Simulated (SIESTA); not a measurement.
Sn:

```
CELL_PARAMETERS angstrom
-1.72654 1.77555 2.33834
1.72654 -1.77555 2.33834
1.72654 1.77555 -2.33834
ATOMIC_POSITIONS crystal
Sn 0.00000 0.00000 0.00000
```

This isn't the form of Sn at room conditions, which is tetragonal (white tin).

Base run:

* Program: SIESTA 5.4.2
* Functional: PBEsol
* Potentials or basis: PseudoDojo 0.4 standard (PBEsol files)
* Basis: DZP (energy shift 0.003 Ry; two zetas on semicore shells)
* Grid cutoff: 500 Ry
* Energy shift: 0.003 Ry
* k mesh: 11 × 11 × 11
* Occupations: fermi-dirac, width 0.05 eV
* Spin: no spin polarisation

Its results: band gap on the k mesh none (metal or under the smearing width); pressure -2.6 GPa.

Task: The run is repeated on the same cell with these changes: functional from PBEsol to LDA; potentials or basis from PseudoDojo 0.4 standard (PBEsol files) to PseudoDojo 0.4 standard (LDA files). What comes out?

Result: Band gap on the k mesh none (metal or under the smearing width); pressure -3.8 GPa.

Caveats: the basis of atomic orbitals isn't converged, which shifts pressures, moduli and gaps.

Not every run made on this cell is shown here.
